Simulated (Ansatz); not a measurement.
TiO2:

```
CELL_PARAMETERS angstrom
4.59984 0.00000 0.00000
0.00000 4.59984 0.00000
0.00000 0.00000 2.95921
ATOMIC_POSITIONS crystal
Ti 0.00000 0.00000 0.50000
Ti 0.50000 0.50000 0.00000
O 0.30432 0.30432 0.50000
O 0.19568 0.80432 0.00000
O 0.80432 0.19568 0.00000
O 0.69568 0.69568 0.50000
```

The cell is a database's computed one.

Base run:

```yaml
Program: Ansatz 0.2.0
Functional: PBE
Potentials_or_basis: Ansatz PAW earlier set
Cutoff: "930 eV (not typed: the program's choice for these potentials)"
k_mesh: 6 × 6 × 9
Occupations: fermi-dirac, width 0.05 eV
Spin: no spin polarisation
```

Its results: band gap on the k mesh 1.86 eV, direct; pressure 4.3 GPa; largest force 0.004 eV/Å.

Problem. The run is repeated on the same cell with these changes: potentials or basis from Ansatz PAW earlier set to Ansatz PAW; cutoff from 930 eV (not typed: the program's choice for these potentials) to 420 eV (not typed: the program's choice for these potentials); hubbard terms from none to Ti d U = 6 eV; hubbard projectors from none to ortho-atomic (the default). What comes out?

Solution. Band gap on the k mesh 2.56 eV, indirect (least direct gap 2.65 eV); pressure 10.0 GPa; largest force 0.012 eV/Å.
